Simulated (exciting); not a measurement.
## AlNi: equation of state with PBE

The system is AlNi.

```
Ni Al
1.0
     2.88100    0.00000    0.00000
     0.00000    2.88100    0.00000
     0.00000    0.00000    2.88100
Ni Al
1 1
Direct
  0.50000 0.50000 0.50000
  0.00000 0.00000 0.00000
```

```yaml
Program: exciting (release sodium)
Task: equation of state
Functional: PBE
Potentials_or_basis: all-electron LAPW+lo, shipped species files, valence relativity iora*
rgkmax: 9
k_mesh: 9 × 9 × 9
Occupations: fermi-dirac, width 0.05 eV
Spin: collinear spin, ferromagnetic start
```

- Equilibrium volume: 12.10 Å³/atom
- Bulk modulus: 159 GPa
- Pressure derivative of the bulk modulus: 4.5

Energy against volume, from the lowest point:
```
volume (Å³/atom)  energy (meV/atom)
          11.239              34.57
          11.478              17.18
          11.717               5.96
          11.956               0.42
          12.196               0.00
          12.435               3.83
          12.674              11.96
```

PBE usually gives volumes a little too large and moduli too small. Zero-point motion and thermal expansion aren't in these numbers.
